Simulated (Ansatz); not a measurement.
A single-point run of Ansatz (plane waves, PAW) on PbS built on the rocksalt prototype, with the lines that name the functional removed. The cell was relaxed with r2SCAN and then strained (epitaxial -3.0 % in the plane normal to [111], free normal strain +3.06 %), with the atoms relaxed again with r2SCAN; k points keep the names of the unstrained zone.

```
Pb S
1.0
     0.12071    3.01833    3.01833
     3.01833    0.12071    3.01833
     3.01833    3.01833    0.12071
Pb S
1 1
Direct
  0.00000 0.00000 0.00000
  0.50000 0.50000 0.50000
```

```
scf.n_extra_bands = 8 over 20 filled bands (N_el = 20.0): the run solves 28 bands
Crystal: 2 atoms, lattice volume = 51.698 Å³
Basis set: ecut = 500 eV, 1309 PW (Γ)
Symmetry: 12 space group operations + 12 with time reversal
Magnetic group: BNS 166.98 (UNI 1328)
k-points: 65 of 512
NSCF: frozen V_eff on 7 k-points
SCF converged after 7 iterations
Free energy (F): -12794.084446 eV
Internal energy: -12794.084159 eV  (E = F + TS)
E sigma→0 (E₀):  -12794.084303 eV
Entropy (-TS):   -0.000287 eV (-0.143 meV/atom)
Fermi energy:    8.403964 eV
--- Forces (eV/Å), atoms counted from 1 ---
  atom   1  Pb      0.00000      0.00000      0.00000
  atom   2  S       0.00000      0.00000      0.00000
--- Stress (GPa, compression-positive) ---
        1.314257      -0.828062      -0.828062
       -0.828062       1.314257      -0.828062
       -0.828062      -0.828062       1.314257
  P = ⅓ Tr σ = 1.3143 GPa (13.143 kbar)
--- Band table (eV; the first three rows and the last of 65) ---
  k-point 0: bands = […, 2.3754, 2.3754, 5.6102, 5.6102, 6.1239, 6.1239, 6.2793, 6.2793, 12.2074, 12.2074, 14.7910, 14.7910, 14.8049, 14.8049, …]
  k-point 1: bands = […, 1.8835, 1.8835, 5.7284, 5.7284, 6.2100, 6.2100, 6.5337, 6.5337, 11.5217, 11.5217, 13.4113, 13.4113, 13.7953, 13.7953, …]
  k-point 2: bands = […, 0.8544, 0.8544, 5.9397, 5.9397, 6.3066, 6.3066, 7.1802, 7.1802, 10.2518, 10.2518, 11.7527, 11.7527, 12.4293, 12.4293, …]
  k-point 64: bands = […, -0.8885, -0.8885, 6.5918, 6.5918, 6.6154, 6.6154, 8.7148, 8.7148, 8.8963, 8.8963, 10.5738, 10.5738, 11.5345, 11.5345, …]
```

The file bands.tsv (bands near the Fermi energy, numbered from 0, rounded):
```tsv
# k_distance	band_10	band_11	band_12	band_13	band_14	band_15	band_16	band_17	band_18	band_19	band_20	band_21	band_22	band_23	band_24	band_25	band_26	band_27
# fermi_ev = 8.403964
# [0, 0, 0] at k_distance = 0.000000
# [0.5, 0, 0.5] at k_distance = 1.063369
# [0.625, 0.25, 0.625] at k_distance = 1.431815
# [0.375, 0.375, 0.75] at k_distance = 2.095749
# [0.5, 0.5, 0.5] at k_distance = 2.759683
# [0.5, 0.25, 0.75] at k_distance = 3.526327
# [0, 0, 0.5] at k_distance = 4.263219
# levels_relative_to = fermi_ev
0.000	-14.276	-14.276	-6.029	-6.029	-2.794	-2.794	-2.280	-2.280	-2.125	-2.125	3.803	3.803	6.387	6.387	6.401	6.401	6.674	6.674
1.063	-12.512	-12.512	-7.251	-7.251	-5.498	-5.498	-3.920	-3.920	-3.419	-3.419	4.204	4.204	4.810	4.810	6.263	6.263	6.875	6.875
1.432	-12.561	-12.561	-8.190	-8.190	-5.068	-5.068	-3.025	-3.025	-2.541	-2.541	3.325	3.325	4.490	4.490	5.538	5.538	6.577	6.577
2.096	-12.561	-12.561	-8.190	-8.190	-5.068	-5.068	-3.025	-3.025	-2.541	-2.541	3.325	3.325	4.490	4.490	5.538	5.538	6.577	6.577
2.760	-13.113	-13.113	-9.292	-9.292	-1.812	-1.812	-1.789	-1.789	0.311	0.311	0.492	0.492	2.170	2.170	3.131	3.131	9.230	9.230
3.526	-12.498	-12.498	-8.073	-8.073	-4.846	-4.846	-4.518	-4.518	-1.118	-1.118	2.166	2.166	4.803	4.803	5.285	5.285	8.299	8.299
4.263	-13.009	-13.009	-8.980	-8.980	-2.096	-2.096	-1.914	-1.914	-0.024	-0.024	-0.005	-0.005	1.729	1.729	2.680	2.680	9.245	9.245
```
In order the rows are Γ, X, U, K, L, W, L.

Q: Which level of theory was used?
A. PBE+SOC
B. r2SCAN+SOC
C. HSE06+SOC
D. PBE

A: B. r2SCAN+SOC. The cutoff of 500 eV is the one that these potentials recommend for a meta-GGA. There is no exchange loop, so no exact exchange. Each band holds one electron and the count is doubled, so the run is non-collinear with spin-orbit coupling. r2SCAN+SOC gives no gap: the lowest nominally empty band dips 0.32 eV below the top of the last filled one (its bottom at L, the top at L), so the cell is a metal or semimetal at this level. The log narrows the family; the member has to be judged from the numbers.

It took 14 s on 1 × NVIDIA H100 80GB HBM3 with 2 threads of AMD EPYC 7R13 Processor (Zen 3) (shared host), load about 0.6 per core; peak host memory 1.2 GiB.

No magnetic order and no zero-point or thermal motion.
